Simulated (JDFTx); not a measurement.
C:

```
C
1.0
     0.00000    1.78337    1.78337
     1.78337    0.00000    1.78337
     1.78337    1.78337    0.00000
C
2
Direct
  0.75000 0.75000 0.75000
  0.50000 0.50000 0.50000
```

This isn't the form of C at room conditions, which is graphite.

Base run:

- Program: JDFTx 1.7.0 (patched build)
- Functional: r2SCAN
- Potentials or basis: SG15-PBE-1.2 with smoothed tails
- Cutoff: 1361 eV
- Density cutoff: 10885 eV
- k mesh: 13 × 13 × 13
- Occupations: fermi-dirac, width 0.05 eV
- Spin: no spin polarisation

Its results: band gap on the k mesh 4.27 eV, indirect (least direct gap 5.85 eV); pressure -2.4 GPa.

**Question.** The run is repeated on the same cell with these changes: functional from r2SCAN to LDA. What comes out?

**Answer.** Band gap on the k mesh 3.95 eV, indirect (least direct gap 5.53 eV); pressure -3.0 GPa.

r2SCAN gives the wider gap, since meta-GGAs in the generalised Kohn-Sham scheme recover part of the derivative discontinuity.

Caveats: the potentials were made for another functional, which shifts forces and pressure; an odd mesh through Γ misses points on the zone boundary, where band edges often lie.
